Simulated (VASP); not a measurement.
# LiSe2 (Fm-3m) in VASP: reference runs

Reference runs on LiSe2: the cell as given and a disturbed copy.

All numbers are computed with VASP 6.6.1; they aren't measurements. Logs are shortened: lines on timing, memory, paths and dates and some standing lists are left out, and cuts for length are marked.

### Step 1. The crystal as given

Symmetry: Fm-3m, No. 225, cubic system. The conventional cell has a = 6.081 Å, b = 6.081 Å, c = 6.081 Å, α = 90.00°, β = 90.00°, γ = 90.00°. Around Li (site symmetry m-3m) lie 8 Se at 2.63 Å. Se (site symmetry -43m) has 4 Li at 2.63 Å as nearest neighbours.

The cell was built by a generator and needn't be a form met in nature.

### Step 2. Single point, PBE

INCAR

```
SYSTEM = LiSe2
ALGO = Normal ; EDIFF = 1E-7
ENCUT = 520 ; GGA = PE
ISIF = 2 ; ISMEAR = -1
LASPH = .True. ; LCHARG = .True.
LELF = .True. ; LREAL = .False.
LVHAR = .True. ; LWAVE = .False.
NBANDS = 14 ; NELM = 60
PREC = Accurate ; SIGMA = 0.05
```

KPOINTS

```
k-points
0
Gamma
  8 8 8
  0 0 0
```

POSCAR

```
LiSe2
1.0
    0.0000000000      3.0402900000      3.0402900000
    3.0402900000      0.0000000000      3.0402900000
    3.0402900000      3.0402900000      0.0000000000
Li Se
1 2
Direct
    0.5000000000      0.5000000000      0.5000000000
    0.7500000000      0.7500000000      0.7500000000
    0.2500000000      0.2500000000      0.2500000000
```

Potentials or basis: VASP PAW PBE potentials, release 64 (Li_sv, Se).

Run with:

```bash
$ cat potpaw_PBE.64/Li_sv/POTCAR potpaw_PBE.64/Se/POTCAR > POTCAR
$ mpirun -np 1 vasp_std > vasp.out
```

OUTCAR:

```text
SYSTEM = LiSe2
   EDIFF = 1E-7
   ENCUT = 520
   GGA = PE
   ISIF = 2
   ISMEAR = -1
   LASPH = .True.
   LREAL = .False.
   NELM = 60
   PREC = Accurate

 ion  position               nearest neighbor table
   1  0.500  0.500  0.500-   3 2.63   3 2.63   3 2.63   2 2.63   2 2.63   2 2.63   3 2.63   2 2.63

   2  0.750  0.750  0.750-   1 2.63   1 2.63   1 2.63   1 2.63
   3  0.250  0.250  0.250-   1 2.63   1 2.63   1 2.63   1 2.63

  LATTYP: Found a face centered cubic cell.
 ALAT       =     6.0805800000

  Lattice vectors:

 A1 = (   0.0000000000,   3.0402900000,   3.0402900000)
 A2 = (   3.0402900000,   0.0000000000,   3.0402900000)
 A3 = (   3.0402900000,   3.0402900000,   0.0000000000)

Analysis of symmetry for initial positions (statically):
=====================================================================
 Subroutine PRICEL returns:
 Original cell was already a primitive cell.

 Routine SETGRP: Setting up the symmetry group for a
 face centered cubic supercell.

 Subroutine GETGRP returns: Found 48 space group operations
 (whereof 48 operations were pure point group operations)
 out of a pool of 48 trial point group operations.

The static configuration has the point symmetry O_h .

Analysis of symmetry for dynamics (positions and initial velocities):
=====================================================================
 Subroutine PRICEL returns:
 Original cell was already a primitive cell.

 Routine SETGRP: Setting up the symmetry group for a
 face centered cubic supercell.

 Subroutine GETGRP returns: Found 48 space group operations
 (whereof 48 operations were pure point group operations)
 out of a pool of 48 trial point group operations.

The dynamic configuration has the point symmetry O_h .

 Subroutine INISYM returns: Found 48 space group operations
 (whereof 48 operations are pure point group operations),
 and found     1 'primitive' translations

----------------------------------------------------------------------------------------

                                     Primitive cell

  volume of cell :      56.2050

  direct lattice vectors                    reciprocal lattice vectors
     0.000000000  3.040290000  3.040290000    -0.164457996  0.164457996  0.164457996
     3.040290000  0.000000000  3.040290000     0.164457996 -0.164457996  0.164457996
     3.040290000  3.040290000  0.000000000     0.164457996  0.164457996 -0.164457996

  length of vectors
     4.299619352  4.299619352  4.299619352     0.284849604  0.284849604  0.284849604

  position of ions in fractional coordinates (direct lattice)
     0.500000000  0.500000000  0.500000000
     0.750000000  0.750000000  0.750000000
     0.250000000  0.250000000  0.250000000

  ion indices of the primitive-cell ions
   primitive index   ion index
                 1           1
                 2           2
                 3           3

----------------------------------------------------------------------------------------

 KPOINTS: k-points

Automatic generation of k-mesh.
 Grid dimensions read from file:
 generate k-points for:    8    8    8

 Generating k-lattice:

  Cartesian coordinates                     Fractional coordinates (reciprocal lattice)
    -0.020557249  0.020557249  0.020557249     0.125000000  0.000000000  0.000000000
     0.020557249 -0.020557249  0.020557249     0.000000000  0.125000000  0.000000000
     0.020557249  0.020557249 -0.020557249     0.000000000  0.000000000  0.125000000

  Length of vectors
     0.035606201  0.035606201  0.035606201

  Shift w.r.t. Gamma in fractional coordinates (k-lattice)
     0.000000000  0.000000000  0.000000000

 Subroutine IBZKPT returns following result:
 ===========================================

 Found     29 irreducible k-points:

 Following reciprocal coordinates:
            Coordinates               Weight
  0.000000  0.000000  0.000000      1.000000
  0.125000  0.000000  0.000000      8.000000
  0.250000  0.000000  0.000000      8.000000
  0.375000  0.000000  0.000000      8.000000
  0.500000  0.000000  0.000000      4.000000
  0.125000  0.125000  0.000000      6.000000
[... 16 lines left out ...]
  0.500000  0.250000  0.125000     48.000000
 -0.375000  0.250000  0.125000     24.000000
 [... further k-points ...]
   k-points           NKPTS =     29   k-points in BZ     NKDIM =     29   number of bands    NBANDS=     14
   number of dos      NEDOS =    301   number of ions     NIONS =      3
   total plane-waves  NPLWV =  32768
   dimension x,y,z NGX =    32 NGY =   32 NGZ =   32
   dimension x,y,z NGXF=    64 NGYF=   64 NGZF=   64
   ions per type =               1   2
   NGX,Y,Z   is equivalent  to a cutoff of  12.37, 12.37, 12.37 a.u.
   NGXF,Y,Z  is equivalent  to a cutoff of  24.75, 24.75, 24.75 a.u.
 SYSTEM =  LiSe2
   PREC   = accura    normal or accurate (medium, high low for compatibility)
   ISTART =      0    job   : 0-new  1-cont  2-samecut
   ICHARG =      2    charge: 1-file 2-atom 10-const
   ISPIN  =      1    spin polarized calculation?
   LNONCOLLINEAR =      F non collinear calculations
   LSORBIT =      F    spin-orbit coupling
   LASPH  =      T    aspherical Exc in radial PAW
   ENCUT  =  520.0 eV  38.22 Ry    6.18 a.u.   7.99  7.99  7.99*2*pi/ulx,y,z
   NELM   =     60;   NELMIN=  2; NELMDL= -5     # of ELM steps
   EDIFF  = 0.1E-06   stopping-criterion for ELM
   LREAL  =      F    real-space projection
   EDIFFG = 0.1E-05   stopping-criterion for IOM
   NSW    =      0    number of steps for IOM
   IBRION =     -1    ionic relax: 0-MD 1-quasi-New 2-CG
   NFREE  =      0    steps in history (QN), initial steepest desc. (CG)
   ISIF   =      2    stress and relaxation
   ISYM   =      2    0-nonsym 1-usesym 2-fastsym
   POTIM  = 0.5000    time-step for ionic-motion
   TEBEG  =    0.0;   TEEND  =   0.0 temperature during run
   PSTRESS=    0.0 pullay stress
   NELECT =      15.0000    total number of electrons
   NUPDOWN=      -1.0000    fix difference up-down
   EMIN   =  10.00;   EMAX   =-10.00  energy-range for DOS
   EFERMI =   0.00;   METHOD = LEGACY
   ISMEAR =    -1;   SIGMA  =   0.05  broadening in eV -4-tet -1-fermi 0-gaus
   EFERMI_NEDOS =   21; number of points for ismear=-14 and -15
   IALGO  =     38    algorithm
   IMIX   =      4    mixing-type and parameters
     AMIX     =   0.40;   BMIX     =  1.00
     AMIX_MAG =   1.60;   BMIX_MAG =  1.00
  volume/ion in A,a.u.               =      18.74       126.43
  Fermi-wavevector in a.u.,A,eV,Ry     =   1.054015  1.991800 15.115368  1.110948
  Thomas-Fermi vector in A             =   2.189159
   LORBIT       =      0    0 simple, 1 ext, 2 COOP (PROOUT), +10 PAW based schemes
   GGA     = PE    functional components
   LHFCALC =     F    Hartree Fock is set to
   AEXX    =    0.0000 exact exchange contribution
   IVDW    =     0    specifies the selected vdW correction
   LEPSILON=     F    determine dielectric tensor
   LRPA    =     F    only Hartree local field effects (RPA)
 non-spin polarized calculation
  energy-cutoff  :      520.00
  volume of cell :       56.21
 maximum number of plane-waves:      1540
   NGX = 15   NGY = 15   NGZ = 15

 number of electron      14.9999996 magnetization

 Free energy of the ion-electron system (eV)
  ---------------------------------------------------
  ext. energy  EPLUGINS =         0.00000000
  ---------------------------------------------------
  free energy    TOTEN  =        -9.84564502 eV

  energy without entropy =       -9.83183882  energy(sigma->0) =       -9.83874192

 E-fermi :   4.0643     XC(G=0):  -9.6158

 val. band max:        4.0130308410   @ k =  -0.3750   0.1250   0.0000
 cond. band min:       4.1414135481   @ k =   0.5000   0.2500   0.0000
 fundamental gap:      0.1283827071
 Fermi energy:         4.0642727458

 k-point     1 :       0.0000    0.0000    0.0000
  band No.  band energies     occupation
      1     -41.7306      2.00000
      2     -10.8119      2.00000
      3      -6.5941      2.00000
      4       0.8577      2.00000
      5       0.8577      2.00000
      6       0.8577      2.00000
      7       4.2654      0.03520
      8       4.2654      0.03520
      9       4.2654      0.03520
     10       8.2482      0.00000
     11       8.2482      0.00000
     12       8.2482      0.00000
     13      10.4534      0.00000
     14      11.0415      0.00000

 k-point     2 :       0.1250    0.0000    0.0000
  band No.  band energies     occupation
      1     -41.7306      2.00000
      2     -10.6915      2.00000
      3      -6.8109      2.00000
      4       0.8382      2.00000
      5       0.8839      2.00000
      6       0.8839      2.00000
      7       3.9214      1.89146
      8       3.9214      1.89146
      9       3.9777      1.69934
     10       8.5373      0.00000
     11       8.5373      0.00000
     12       8.5389      0.00000
     13      11.1590      0.00000
     14      11.7028      0.00000

 k-point     3 :       0.2500    0.0000    0.0000
  band No.  band energies     occupation
      1     -41.7304      2.00000
      2     -10.3366      2.00000
      3      -7.3971      2.00000
      4       0.9017      2.00000
      5       0.9910      2.00000
      6       0.9910      2.00000
      7       3.1668      2.00000
      8       3.1668      2.00000
      9       3.2567      2.00000
     10       9.4119      0.00000
     11       9.4119      0.00000
     12       9.5515      0.00000
     13      12.6209      0.00000
     14      13.3157      0.00000

 k-point     4 :       0.3750    0.0000    0.0000
  band No.  band energies     occupation
      1     -41.7302      2.00000
      2      -9.7677      2.00000
      3      -8.1932      2.00000
      4       1.1902      2.00000
      5       1.2322      2.00000
      6       1.2322      2.00000
      7       2.3882      2.00000
      8       2.3882      2.00000
      9       2.4352      2.00000
     10      10.7732      0.00000
     11      10.7732      0.00000
     12      10.9695      0.00000
     13      13.6284      0.00000
     14      14.7206      0.00000

 k-point     5 :       0.5000    0.0000    0.0000
  band No.  band energies     occupation
      1     -41.7302      2.00000
      2      -9.0573      2.00000
      3      -8.9962      2.00000
      4       1.5245      2.00000
      5       1.5245      2.00000
      6       1.7158      2.00000
      7       1.7188      2.00000
      8       1.8956      2.00000
      9       1.8956      2.00000
     10      11.9478      0.00000
     11      11.9478      0.00000
[... 276 lines left out ...]
 k-point    22 :       0.3750    0.2500    0.1250
  band No.  band energies     occupation
      1     -41.7303      2.00000
      2     -10.0655      2.00000
      3      -7.6642      2.00000
      4      -0.3023      2.00000
      5       0.6553      2.00000
      6       0.7388      2.00000
      7       3.0005      2.00000
      8       3.4464      1.99999
      9       5.0189      0.00000
     10       8.3581      0.00000
     11      10.6469      0.00000
     12      11.5154      0.00000
     13      11.6421      0.00000
     14      13.2878      0.00000

 k-point    23 :       0.5000    0.2500    0.1250
  band No.  band energies     occupation
      1     -41.7302      2.00000
      2      -9.5616      2.00000
      3      -8.2562      2.00000
      4      -0.6116      2.00000
      5      -0.0549      2.00000
      6       1.1314      2.00000
      7       2.5682      2.00000
      8       3.7683      1.99464
      9       5.0055      0.00000
     10       9.1691      0.00000
     11      11.8099      0.00000
     12      12.2400      0.00000
     13      12.6361      0.00000
     14      13.1693      0.00000

 k-point    24 :      -0.3750    0.2500    0.1250
  band No.  band energies     occupation
      1     -41.7301      2.00000
      2      -8.9448      2.00000
      3      -8.9123      2.00000
      4      -0.5503      2.00000
      5      -0.4915      2.00000
      6       1.7169      2.00000
      7       1.8384      2.00000
      8       4.3753      0.00397
      9       4.5749      0.00007
     10      10.2451      0.00000
     11      10.8206      0.00000
     12      12.8810      0.00000
     13      13.3080      0.00000
     14      13.9471      0.00000

 [... further k-points ...]

------------------------ aborting loop because EDIFF is reached ----------------------------------------

  FORCE on cell =-STRESS in cart. coord.  units (eV):
  Direction    XX          YY          ZZ          XY          YZ          ZX
  --------------------------------------------------------------------------------------
  -------------------------------------------------------------------------------------
  Total        1.1234958      1.1234958      1.1234958     -0.0000000     -0.0000000     -0.0000000
  in kB       32.0263175     32.0263175     32.0263175     -0.0000000     -0.0000000     -0.0000000
  external PRESSURE =      32.0263175 kB  Pullay stress =       0.0000000 kB

 VOLUME and BASIS-vectors are now :
 -----------------------------------------------------------------------------
  energy-cutoff  :      520.00
  volume of cell :       56.21
      direct lattice vectors                 reciprocal lattice vectors
     0.000000000  3.040290000  3.040290000    -0.164457996  0.164457996  0.164457996
     3.040290000  0.000000000  3.040290000     0.164457996 -0.164457996  0.164457996
     3.040290000  3.040290000  0.000000000     0.164457996  0.164457996 -0.164457996

 POSITION                                       TOTAL-FORCE (eV/Angst)
 -----------------------------------------------------------------------------------
      3.04029      3.04029      3.04029        -0.000000      0.000000      0.000000
      4.56044      4.56044      4.56044        -0.000000     -0.000000      0.000000
      1.52015      1.52015      1.52015         0.000000      0.000000     -0.000000
 -----------------------------------------------------------------------------------
    total drift:                               -0.000000      0.000000      0.000000

  FREE ENERGIE OF THE ION-ELECTRON SYSTEM (eV)
  ---------------------------------------------------
  free  energy   TOTEN  =        -9.8456450221 eV

  energy  without entropy=       -9.8318388200  energy(sigma->0) =       -9.83874192
```

Wall time 25 s (1 thread of AMD EPYC 7R43 (Zen 3), shared host); peak memory 0.14 GiB.

What came out:

- Free energy: -9.8456 eV
- Band gap on the k mesh: none (metal or under the smearing width)

Caveat: the cutoff is under 1.25 times the usual one of these potentials, so pressure, stress and relaxed cells hold a basis-set (Pulay) error.

### Step 3. Single point, PBE (atoms moved at random, drawn with an rms of 0.05 Å)

INCAR

```
PREC = Accurate
ENCUT = 520
EDIFF = 1E-7
ISMEAR = -1
SIGMA = 0.05
LREAL = F
LASPH = T
NELM = 60
ALGO = Normal
ISIF = 2
LWAVE = F
LCHARG = T
GGA = PE
LELF = T
LVHAR = T
NBANDS = 14
```

KPOINTS

```
Automatic mesh
0
Gamma
  8 8 8
```

POSCAR

```
LiSe2
1.0
    0.0000000000      3.0402900000      3.0402900000
    3.0402900000      0.0000000000      3.0402900000
    3.0402900000      3.0402900000      0.0000000000
Li Se
1 2
Direct
    0.4904930000      0.5096380000      0.5035680000
    0.7676140000      0.7287100000      0.7594840000
    0.2478680000      0.2518010000      0.2474470000
```

Potentials or basis: VASP PAW PBE potentials, release 64 (Li_sv, Se).

Run with:

```bash
$ cat potpaw_PBE.64/Li_sv/POTCAR potpaw_PBE.64/Se/POTCAR > POTCAR
$ mpirun -np 1 vasp_std > vasp.out
```

Run time: 2.8 min. Hardware: 1 thread of AMD EPYC 7R43 (Zen 3), shared host; peak memory 0.29 GiB.

Results (log left out):

```yaml
Free_energy: -9.8129 eV
Largest_force: 0.564 eV/Å
Band_gap_on_the_k_mesh: none (metal or under the smearing width)
```

Forces on the atoms (eV/Å):
```
Li  -0.153  0.134  0.022
Se   0.232 -0.514  0.024
Se  -0.079  0.379 -0.045
```

Levels at points of the mesh, in eV from the Fermi level:
```
           k point  band 5  band 6  band 7  band 8  band 9  band 10
(0.00, 0.00, 0.00)   -3.21   -3.19    0.01    0.22    0.32     4.03
(0.50, 0.00, 0.00)   -2.54   -2.45   -2.20   -2.19   -1.82     7.78
(0.00, 0.50, 0.00)   -2.53   -2.51   -2.23   -2.19   -2.12     7.77
(0.00, 0.00, 0.50)   -2.50   -2.38   -2.28   -2.22   -1.81     7.75
(0.50, 0.50, 0.50)   -2.57   -2.45   -2.21   -2.15   -1.98     7.70
(0.50, 0.50, 0.00)   -4.79   -4.75    1.37    1.51    2.45     3.36
(0.00, 0.50, 0.50)   -4.79   -4.75    1.38    1.51    2.46     3.36
(0.50, 0.00, 0.50)   -4.80   -4.74    1.47    1.50    2.48     3.27
```

Caveat: the cutoff is under 1.25 times the usual one of these potentials, so pressure, stress and relaxed cells hold a basis-set (Pulay) error.
